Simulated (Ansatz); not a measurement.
Structure types of Ga at zero pressure

Structure types of Ga are relaxed in primitive cells with their symmetry kept at 0 GPa, first on PAW files, then by LAPW. The enthalpy is E + pV at zero temperature, without zero-point motion. Only the types listed were tried, and differences under about 5 meV/atom are mesh noise. Not among the end structures: fcc, which may lie lower.

Computed with Ansatz 0.2.0; functional PBE, scalar-relativistic. Settings: Fermi–Dirac smearing of 0.05 eV, no spin polarisation. Methods: LAPW: all electrons, basis error target 0.5 meV/atom; PAW: frozen-core files, cutoff 420 eV.

k meshes: bcc 17×17×17, hcp 16×16×9, sc 15×15×15, diamond 12×12×12.

Question: Order the types by LAPW enthalpy, lowest first.
A. diamond
B. sc
C. hcp
D. bcc

Answer: C (0 meV/atom), D (10 meV/atom), B (56 meV/atom), A (252 meV/atom).

| start type | ends as | a, b, c (Å) | V (Å³/atom) | H − H(lowest), LAPW (meV/atom) | same, PAW |
| --- | --- | --- | --- | --- | --- |
| bcc | bcc, Im-3m | 3.376, 3.376, 3.376 | 19.24 | 10.2 | 10.2 |
| hcp | hcp, P6_3/mmc | 2.987, 2.987, 4.926 | 19.03 | 0.0 | 0.0 |
| sc | sc, Pm-3m | 2.723, 2.723, 2.723 | 20.18 | 56.1 | 56.2 |
| diamond | diamond, Fd-3m | 5.878, 5.878, 5.878 | 25.39 | 252.0 | 252.2 |
